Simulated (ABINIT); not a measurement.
# HfC (Fm-3m) in ABINIT: a series of runs

Aim: see how the results for HfC move with the level of theory and the settings. Levels: PBEsol, PBE, RPBE. Tasks: band structure, equation of state.

Program: ABINIT 10.8.3 (patched build). These are calculated values, not measurements. Logs are shortened: lines on timing, memory, paths and dates and some standing lists are left out, and cuts for length are marked. The log counts tension as positive stress, the text compression.

## 1. The structure

It takes space group Fm-3m (No. 225, cubic). Conventional cell: a = 4.650 Å, b = 4.650 Å, c = 4.650 Å, α = 90.00°, β = 90.00°, γ = 90.00°. Hf (site symmetry m-3m) is surrounded by 6 C at 2.33 Å. C (site symmetry m-3m) is surrounded by 6 Hf at 2.33 Å.

## 2. Band structure, PBEsol, spin-orbit coupling, no magnetisation

run.abi

```
# Datasets: ground state, then fixed potential
ndtset 2

# Pseudopotentials
pp_dirpath "./"
pseudos "Hf.GGA_PBE-JTH.xml, C.GGA_PBE-JTH.xml"

# Structure
acell 3*1.0
rprim
     0.0000000000     4.3936132398     4.3936132398
     4.3936132398     0.0000000000     4.3936132398
     4.3936132398     4.3936132398     0.0000000000
ntypat 2
znucl 72 6
natom 2
typat 1 2
xred
     0.5000000000     0.5000000000     0.5000000000
     0.0000000000     0.0000000000     0.0000000000

# Plane-wave basis
ecut 517.016339 eV
pawecutdg 38.0

# Exchange and correlation
ixc -116133

# Bands and occupations
occopt 3
tsmear 0.05 eV

# Spin
nspinor 2
nspden 1
pawspnorb 1

# SCF cycle
nstep 100

# Output
iomode 3
prtwf 0
prteig 0
prtebands 0
enunit 1
prtden1 1
prtvha1 1
prtvclmb1 1
prtpot1 1

# Dataset 1
kptopt1 4
ngkpt1 10 10 10
nshiftk1 1
shiftk1 0.0 0.0 0.0
nband1 24
tolvrs1 1.0e-9

# Dataset 2: bands along G-X-W-K-G-L-U-W-L-K
iscf2 -2
getden2 1
nband2 36
nbdbuf2 8
tolwfr2 1.0e-11
kptopt2 -9
ndivsm2 6
prteig2 1
kptbounds2
     0.0000000000     0.0000000000     0.0000000000
     0.5000000000     0.0000000000     0.5000000000
     0.5000000000     0.2500000000     0.7500000000
     0.3750000000     0.3750000000     0.7500000000
     0.0000000000     0.0000000000     0.0000000000
     0.5000000000     0.5000000000     0.5000000000
     0.6250000000     0.2500000000     0.6250000000
     0.5000000000     0.2500000000     0.7500000000
     0.5000000000     0.5000000000     0.5000000000
     0.3750000000     0.3750000000     0.7500000000
```

Potentials or basis: JTH PAW PBE v2.0.

On the command line:

```console
> abinit run.abi > log 2>&1
```

run.abo:

```text
.Version 10.8.3 of ABINIT
 DATASET    1 : space group F4 3 2 (#209); Bravais cF (face-center cubic)
================================================================================
 Values of the parameters that define the memory need for DATASET  1.
     intxc =       0    ionmov =       0      iscf =      17    lmnmax =      18
     lnmax =       6     mgfft =      27  mpssoang =       3    mqgrid =    3001
     natom =       2  nloc_mem =       2    nspden =       1   nspinor =       2
    nsppol =       1      nsym =      24    n1xccc =       1    ntypat =       2
    occopt =       3   xclevel =       2
       mpw =         692          nfft =       19683          nkpt =          55
 PAW method is used; the additional fine FFT grid is defined by:
   mgfftf=        36    nfftf =     46656
================================================================================
================================================================================

 DATASET    2 : space group F4 3 2 (#209); Bravais cF (face-center cubic)
================================================================================
 Values of the parameters that define the memory need for DATASET  2.
     intxc =       0    ionmov =       0      iscf =      -2    lmnmax =      18
     lnmax =       6     mgfft =      27  mpssoang =       3    mqgrid =    3001
     natom =       2  nloc_mem =       2    nspden =       1   nspinor =       2
    nsppol =       1      nsym =      24    n1xccc =       1    ntypat =       2
    occopt =       3   xclevel =       2
       mpw =         692          nfft =       19683          nkpt =         103
 PAW method is used; the additional fine FFT grid is defined by:
   mgfftf=        36    nfftf =     46656
================================================================================
================================================================================

--------------------------------------------------------------------------------
------------- Echo of variables that govern the present computation ------------
--------------------------------------------------------------------------------
 -outvars: echo values of preprocessed input variables --------
            acell      1.0000000000E+00  1.0000000000E+00  1.0000000000E+00 Bohr
              amu      1.78490000E+02  1.20110000E+01
             ecut      1.90000000E+01 Hartree
           enunit           1
           getden1          0
           getden2          1
             iscf1         17
             iscf2         -2
                       outvar_i_n : Printing only first  50 k-points.
              ixc     -116133
           jdtset        1    2
                       outvar_i_n : Printing only first  50 k-points.
           kptopt1          4
           kptopt2         -9
         kptrlatt       10    0    0      0   10    0      0    0   10
          kptrlen1     6.21350743E+01
          kptrlen2     3.00000000E+01
            natom           2
            nband1         24
            nband2         36
           nbdbuf1          0
           nbdbuf2          8
           ndtset           2
           ndivsm1          0
           ndivsm2          6
            ngfft          27      27      27
          ngfftdg          36      36      36
             nkpt1         55
             nkpt2        103
          nspinor           2
            nstep         100
             nsym          24
           ntypat           2
                       prtocc : prtvol=0, do not print more k-points.
           occopt           3
        pawcpxocc           2
        pawecutdg      3.80000000E+01 Hartree
        pawspnorb           1
[... 261 lines left out ...]
 getcut: wavevector=  0.0000  0.0000  0.0000  ngfft=  36  36  36
         ecut(hartree)=     38.000   => boxcut(ratio)=   2.08790
--------------------------------------------------------------------------------

================================================================================
 Non-SCF case, kpt    1 (  0.00000  0.00000  0.00000), residuals and eigenvalues=
  9.40E-12  5.03E-12  4.00E-12  8.54E-12  2.63E-12  8.22E-12  3.01E-12  9.21E-12
  3.31E-12  3.71E-12  1.15E-12  8.21E-12  1.71E-12  2.64E-12  1.61E-12  6.74E-12
  1.44E-12  6.85E-12  2.17E-12  3.35E-12  1.57E-12  2.09E-12  1.19E-12  3.93E-12
  1.37E-12  4.61E-12  3.23E-12  7.03E-12  6.05E-12  7.44E-12  1.00E-06  3.58E-06
  5.94E-05  3.87E-04  3.19E-05  3.90E-04
 -2.2402E+00 -2.2402E+00 -1.2575E+00 -1.2575E+00 -9.9803E-01 -9.9803E-01
 -9.9803E-01 -9.9803E-01 -4.4770E-01 -4.4770E-01  3.6973E-02  3.6973E-02
  4.3972E-02  4.3972E-02  4.3972E-02  4.3972E-02  4.8983E-02  4.8983E-02
  4.8983E-02  4.8983E-02  5.9699E-02  5.9699E-02  1.2849E-01  1.2849E-01
  1.2849E-01  1.2849E-01  2.5421E-01  2.5421E-01  4.0837E-01  4.0837E-01
[... 1211 lines left out ...]
  3.2672E-01  3.2672E-01  4.2108E-01  4.2108E-01  4.8065E-01  4.8065E-01
  5.4451E-01  5.4451E-01  6.5484E-01  6.5484E-01  7.5547E-01  7.5578E-01
 Non-SCF case, kpt  103 (  0.37500  0.37500  0.75000), residuals and eigenvalues=
  7.79E-12  4.70E-12  1.82E-12  6.83E-12  4.50E-12  5.37E-12  4.15E-12  6.65E-12
  2.50E-12  7.21E-12  5.30E-12  3.45E-12  1.80E-12  2.74E-12  1.72E-12  3.48E-12
  3.69E-12  9.11E-12  1.54E-12  6.94E-12  8.43E-12  8.79E-12  6.00E-12  6.15E-12
  4.07E-12  5.58E-12  9.53E-12  2.78E-12  1.20E-11  2.82E-11  4.15E-10  6.60E-10
  2.08E-07  4.64E-07  3.59E-06  2.62E-04
 -2.2382E+00 -2.2382E+00 -1.2655E+00 -1.2655E+00 -1.0189E+00 -1.0189E+00
 -1.0101E+00 -1.0101E+00 -3.5268E-01 -3.5268E-01 -1.2761E-01 -1.2761E-01
 -9.5090E-02 -9.5090E-02 -5.5109E-02 -5.5109E-02  6.0519E-02  6.0519E-02
  2.1303E-01  2.1303E-01  2.3098E-01  2.3098E-01  3.0653E-01  3.0653E-01
  3.1045E-01  3.1045E-01  4.1187E-01  4.1187E-01  4.7907E-01  4.7907E-01
  5.5768E-01  5.5768E-01  6.6637E-01  6.6637E-01  7.4840E-01  7.4878E-01

--- !ResultsGS
iteration_state: {dtset: 2, }
comment   : Summary of ground state results
lattice_vectors:
- [  0.0000000,   4.3936132,   4.3936132, ]
- [  4.3936132,   0.0000000,   4.3936132, ]
- [  4.3936132,   4.3936132,   0.0000000, ]
lattice_lengths: [   6.21351,    6.21351,    6.21351, ]
lattice_angles: [ 60.000,  60.000,  60.000, ] # degrees, (23, 13, 12)
lattice_volume:   1.6962719E+02
convergence: {deltae:  0.000E+00, res2:  0.000E+00, residm:  9.997E-12, diffor:  0.000E+00, }
etotal    :  -5.59172449E+01
entropy   :   0.00000000E+00
fermie    :   5.51577280E-03
cartesian_stress_tensor: null
pressure_GPa: null
xred      :
- [  5.0000E-01,   5.0000E-01,   5.0000E-01, Hf]
- [  0.0000E+00,   0.0000E+00,   0.0000E+00,  C]
cartesian_forces: null
force_length_stats: {min: null, max: null, mean: null, }
...

 Integrated electronic density in atomic spheres:
 ------------------------------------------------
 Atom  Sphere_radius  Integrated_density
    1        2.41119          9.60926814
    2        1.50737          2.40960150

================================================================================

 ----iterations are completed or convergence reached----

 Mean square residual over all n,k,spin=   47.369E-13; max=  99.972E-13
 reduced coordinates (array xred) for    2 atoms
       0.500000000000      0.500000000000      0.500000000000
       0.000000000000      0.000000000000      0.000000000000

 cartesian coordinates (angstrom) at end:
    1      2.32499999844655     2.32499999844655     2.32499999844655
    2      0.00000000000000     0.00000000000000     0.00000000000000
 length scales=  1.000000000000  1.000000000000  1.000000000000 bohr
              =  0.529177210544  0.529177210544  0.529177210544 angstroms
 Eigenvalues (   eV  ) for nkpt= 103  k points:
 kpt#   1, nband= 36, wtk=  1.00000, kpt=  0.0000  0.0000  0.0000 (reduced coord)
 -60.95812  -60.95812  -34.21782  -34.21782  -27.15789  -27.15789  -27.15789  -27.15789
 -12.18245  -12.18245    1.00607    1.00607    1.19654    1.19654    1.19654    1.19654
   1.33289    1.33289    1.33289    1.33289    1.62450    1.62450    3.49652    3.49652
   3.49652    3.49652    6.91735    6.91735   11.11226   11.11226   24.35079   24.35084
  24.36410   24.48304   24.61506   24.72511
 kpt#   2, nband= 36, wtk=  1.00000, kpt=  0.0294  0.0000  0.0294 (reduced coord)
 -60.95766  -60.95766  -34.21978  -34.21978  -27.16394  -27.16394  -27.16044  -27.16044
 -12.15265  -12.15265    0.78846    0.78846    0.85333    0.85333    0.96449    0.96449
   1.36642    1.36642    1.63867    1.63867    1.82310    1.82310    3.50980    3.50980
   3.78069    3.78069    6.98830    6.98830   11.19609   11.19609   23.55870   23.55921
  24.13824   24.16120   24.62845   24.68690
 kpt#   3, nband= 36, wtk=  1.00000, kpt=  0.0588  0.0000  0.0588 (reduced coord)
 -60.95630  -60.95630  -34.22557  -34.22557  -27.18177  -27.18177  -27.16801  -27.16801
 -12.06456  -12.06456    0.18388    0.18388    0.51903    0.51903    0.67842    0.67842
   1.25921    1.25921    2.06226    2.06226    2.22022    2.22022    3.54994    3.54994
   4.36698    4.36698    7.21570    7.21570   11.44211   11.44211   22.59267   22.59271
[... 587 lines left out ...]
   9.31611    9.31611   11.47765   11.47765   13.00123   13.00123   14.72375   14.72375
  17.23051   17.23051   21.08654   21.31488
 kpt# 102, nband= 36, wtk=  1.00000, kpt=  0.3875  0.3875  0.7250 (reduced coord)
 -60.90586  -60.90586  -34.43255  -34.43255  -27.72440  -27.72440  -27.47778  -27.47778
  -9.47866   -9.47866   -3.75087   -3.75087   -2.61347   -2.61347   -1.68686   -1.68686
   2.00023    2.00023    5.63679    5.63679    6.14658    6.14658    8.30550    8.30550
   8.89049    8.89049   11.45823   11.45823   13.07916   13.07916   14.81696   14.81696
  17.81900   17.81901   20.55743   20.56586
 kpt# 103, nband= 36, wtk=  1.00000, kpt=  0.3750  0.3750  0.7500 (reduced coord)
 -60.90515  -60.90515  -34.43515  -34.43515  -27.72611  -27.72611  -27.48579  -27.48579
  -9.59696   -9.59696   -3.47246   -3.47246   -2.58753   -2.58753   -1.49958   -1.49958
   1.64680    1.64680    5.79677    5.79677    6.28534    6.28534    8.34122    8.34122
   8.44776    8.44776   11.20756   11.20756   13.03604   13.03604   15.17512   15.17512
  18.13284   18.13285   20.36509   20.37528

== END DATASET(S) ==============================================================
================================================================================

 -outvars: echo values of variables after computation  --------
            acell      1.0000000000E+00  1.0000000000E+00  1.0000000000E+00 Bohr
           etotal1    -5.5917244918E+01
            fcart1    -0.0000000000E+00 -0.0000000000E+00 -0.0000000000E+00
                      -0.0000000000E+00 -0.0000000000E+00 -0.0000000000E+00
            rprim      0.0000000000E+00  4.3936132398E+00  4.3936132398E+00
                       4.3936132398E+00  0.0000000000E+00  4.3936132398E+00
                       4.3936132398E+00  4.3936132398E+00  0.0000000000E+00
           strten1     2.2726027797E-04  2.2726027797E-04  2.2726027797E-04
                       0.0000000000E+00  0.0000000000E+00  0.0000000000E+00
           xangst      2.3249999984E+00  2.3249999984E+00  2.3249999984E+00
                       0.0000000000E+00  0.0000000000E+00  0.0000000000E+00
             xred      5.0000000000E-01  5.0000000000E-01  5.0000000000E-01
                       0.0000000000E+00  0.0000000000E+00  0.0000000000E+00
 Calculation completed.
```

It took 2.9 min on 1 thread of Arm Neoverse V1, shared host; peak memory 0.17 GiB.

What came out:

```yaml
Free_energy: -1521.5857 eV
Pressure: -6.7 GPa
Band_gap_on_the_k_mesh: none (metal or under the smearing width)
Valence_electrons_inside_the_program's_atomic_spheres: Hf 9.61; C 2.41
```

Levels at the corners of the path, in eV from the Fermi level:
| point | band 12 | band 13 | band 14 | band 15 | band 16 | band 17 | band 18 | band 19 | band 20 | band 21 |
| --- | --- | --- | --- | --- | --- | --- | --- | --- | --- | --- |
| Γ | 0.86 | 1.05 | 1.05 | 1.05 | 1.05 | 1.18 | 1.18 | 1.18 | 1.18 | 1.47 |
| X | -2.68 | -1.88 | -1.88 | -0.25 | -0.25 | 0.09 | 0.09 | 5.23 | 5.23 | 6.46 |
| W | -3.06 | -3.00 | -3.00 | -2.49 | -2.49 | 3.57 | 3.57 | 3.64 | 3.64 | 6.64 |
| K | -3.62 | -2.74 | -2.74 | -1.65 | -1.65 | 1.50 | 1.50 | 5.65 | 5.65 | 6.14 |
| Γ | 0.86 | 1.05 | 1.05 | 1.05 | 1.05 | 1.18 | 1.18 | 1.18 | 1.18 | 1.47 |
| L | -6.22 | -3.08 | -3.08 | -3.00 | -3.00 | 5.19 | 5.19 | 5.20 | 5.20 | 5.80 |
| U | -3.62 | -2.74 | -2.74 | -1.65 | -1.65 | 1.50 | 1.50 | 5.65 | 5.65 | 6.14 |
| W | -3.06 | -3.00 | -3.00 | -2.49 | -2.49 | 3.57 | 3.57 | 3.64 | 3.64 | 6.64 |
| L | -6.22 | -3.08 | -3.08 | -3.00 | -3.00 | 5.19 | 5.19 | 5.20 | 5.20 | 5.80 |
| K | -3.62 | -2.74 | -2.74 | -1.65 | -1.65 | 1.50 | 1.50 | 5.65 | 5.65 | 6.14 |

Caveat: the PAW data sets were made with another functional, which shifts forces and pressure a little.

## 3. Band structure, PBE

run.abi: that of step 2 with these lines changed.

```diff
@@ -8,7 +8,7 @@
 # Structure
-acell 3*1.0
+acell 3*1.0 Angstrom
 rprim
-     0.0000000000     4.3936132398     4.3936132398
-     4.3936132398     0.0000000000     4.3936132398
-     4.3936132398     4.3936132398     0.0000000000
+     0.0000000000     2.3250000000     2.3250000000
+     2.3250000000     0.0000000000     2.3250000000
+     2.3250000000     2.3250000000     0.0000000000
 ntypat 2
@@ -17,4 +17,4 @@
 typat 1 2
-xred
-     0.5000000000     0.5000000000     0.5000000000
+xcart
+     4.3936132398     4.3936132398     4.3936132398
      0.0000000000     0.0000000000     0.0000000000
@@ -22,3 +22,3 @@
 # Plane-wave basis
-ecut 517.016339 eV
+ecut 19.0
 pawecutdg 38.0
@@ -26,3 +26,3 @@
 # Exchange and correlation
-ixc -116133
+ixc 11
 
@@ -31,7 +31,2 @@
 tsmear 0.05 eV
-
-# Spin
-nspinor 2
-nspden 1
-pawspnorb 1
 
@@ -47,8 +42,5 @@
 prtden1 1
-prtvha1 1
-prtvclmb1 1
-prtpot1 1
 
 # Dataset 1
-kptopt1 4
+kptopt1 1
 ngkpt1 10 10 10
@@ -56,3 +48,3 @@
 shiftk1 0.0 0.0 0.0
-nband1 24
+nband1 12
 tolvrs1 1.0e-9
@@ -62,4 +54,4 @@
 getden2 1
-nband2 36
-nbdbuf2 8
+nband2 18
+nbdbuf2 4
 tolwfr2 1.0e-11
@@ -68,2 +60,3 @@
 prteig2 1
+prtvol2 -3
 kptbounds2
```

Potentials or basis: JTH PAW PBE v2.0.

On the command line:

```console
> abinit run.abi > log 2>&1
```

run.abo:

```text
.Version 10.8.3 of ABINIT
 DATASET    1 : space group Fm -3 m (#225); Bravais cF (face-center cubic)
================================================================================
 Values of the parameters that define the memory need for DATASET  1.
     intxc =       0    ionmov =       0      iscf =      17    lmnmax =      18
     lnmax =       6     mgfft =      27  mpssoang =       3    mqgrid =    3001
     natom =       2  nloc_mem =       2    nspden =       1   nspinor =       1
    nsppol =       1      nsym =      48    n1xccc =       1    ntypat =       2
    occopt =       3   xclevel =       2
       mpw =         684          nfft =       19683          nkpt =          47
 PAW method is used; the additional fine FFT grid is defined by:
   mgfftf=        36    nfftf =     46656
================================================================================
================================================================================

 DATASET    2 : space group Fm -3 m (#225); Bravais cF (face-center cubic)
================================================================================
 Values of the parameters that define the memory need for DATASET  2.
     intxc =       0    ionmov =       0      iscf =      -2    lmnmax =      18
     lnmax =       6     mgfft =      27  mpssoang =       3    mqgrid =    3001
     natom =       2  nloc_mem =       2    nspden =       1   nspinor =       1
    nsppol =       1      nsym =      48    n1xccc =       1    ntypat =       2
    occopt =       3   xclevel =       2
       mpw =         684          nfft =       19683          nkpt =         103
 PAW method is used; the additional fine FFT grid is defined by:
   mgfftf=        36    nfftf =     46656
[... 1089 lines left out ...]
  22.34020   23.88257
 kpt#   5, nband= 18, wtk=  1.00000, kpt=  0.1176  0.0000  0.1176 (reduced coord)
[... 381 lines left out ...]
   3.01876    5.65287    5.92933    8.83366    9.86614   11.40681   13.15231   14.99331
  16.71086   21.95205
 kpt# 101, nband= 18, wtk=  1.00000, kpt=  0.4000  0.4000  0.7000 (reduced coord)
 -60.79911  -29.79035  -29.64637  -29.43653   -9.25471   -3.89724   -2.48224   -1.75613
   2.59252    5.75511    6.11740    8.59501    9.46573   11.69463   13.16198   14.91851
  17.38388   21.26079
 kpt# 102, nband= 18, wtk=  1.00000, kpt=  0.3875  0.3875  0.7250 (reduced coord)
 -60.79792  -29.77044  -29.67451  -29.44966   -9.38628   -3.54778   -2.47761   -1.56770
   2.19390    5.89278    6.30498    8.45578    9.03999   11.67375   13.23577   15.01441
  17.97991   20.72378
 kpt# 103, nband= 18, wtk=  1.00000, kpt=  0.3750  0.3750  0.7500 (reduced coord)
 -60.79721  -29.77807  -29.66762  -29.46088   -9.50145   -3.25199   -2.47125   -1.38265
   1.83662    6.05863    6.44600    8.49222    8.59230   11.41592   13.19665   15.37711
  18.29610   20.53784

== END DATASET(S) ==============================================================
================================================================================

 -outvars: echo values of variables after computation  --------
            acell      1.8897261259E+00  1.8897261259E+00  1.8897261259E+00 Bohr
           etotal1    -5.5851303684E+01
            fcart1    -0.0000000000E+00 -0.0000000000E+00 -0.0000000000E+00
                      -0.0000000000E+00 -0.0000000000E+00 -0.0000000000E+00
            rprim      0.0000000000E+00  2.3250000000E+00  2.3250000000E+00
                       2.3250000000E+00  0.0000000000E+00  2.3250000000E+00
                       2.3250000000E+00  2.3250000000E+00  0.0000000000E+00
           strten1    -9.8218582018E-07 -9.8218582020E-07 -9.8218582022E-07
                       0.0000000000E+00  0.0000000000E+00  0.0000000000E+00
           xangst      2.3249999984E+00  2.3249999984E+00  2.3249999984E+00
                      -1.5534495419E-09 -1.5534495419E-09 -1.5534495419E-09
             xred      4.9999999967E-01  4.9999999967E-01  4.9999999967E-01
                      -3.3407517031E-10 -3.3407517031E-10 -3.3407517031E-10
 Calculation completed.
```

Run time: 39 s. Hardware: 1 thread of Arm Neoverse V1, shared host; peak memory 0.11 GiB.

What came out:

- Free energy: -1519.7914 eV
- Pressure: 0.0 GPa
- Band gap on the k mesh: none (metal or under the smearing width)
- Valence electrons inside the program's atomic spheres: Hf 9.59; C 2.43

Levels at the corners of the path, in eV from the Fermi level:
```tsv
point	band 5	band 6	band 7	band 8	band 9	band 10	band 11	band 12
Γ	-12.34	0.97	0.97	0.97	1.37	1.37	1.37	3.37
X	-10.45	-2.63	-1.80	-0.13	-0.13	5.30	6.73	6.73
W	-9.70	-3.02	-2.74	-2.74	3.65	3.65	6.74	7.05
K	-9.79	-3.54	-2.76	-1.67	1.55	5.77	6.16	8.20
Γ	-12.34	0.97	0.97	0.97	1.37	1.37	1.37	3.37
L	-8.60	-6.17	-3.01	-3.01	5.30	5.30	5.76	6.52
U	-9.79	-3.54	-2.76	-1.67	1.55	5.77	6.16	8.20
W	-9.70	-3.02	-2.74	-2.74	3.65	3.65	6.74	7.05
L	-8.60	-6.17	-3.01	-3.01	5.30	5.30	5.76	6.52
K	-9.79	-3.54	-2.76	-1.67	1.55	5.77	6.16	8.20
```

Caveat: spin-orbit coupling is left out, which moves the levels of the heavy elements.

(Part 1 of 2 ends here.)
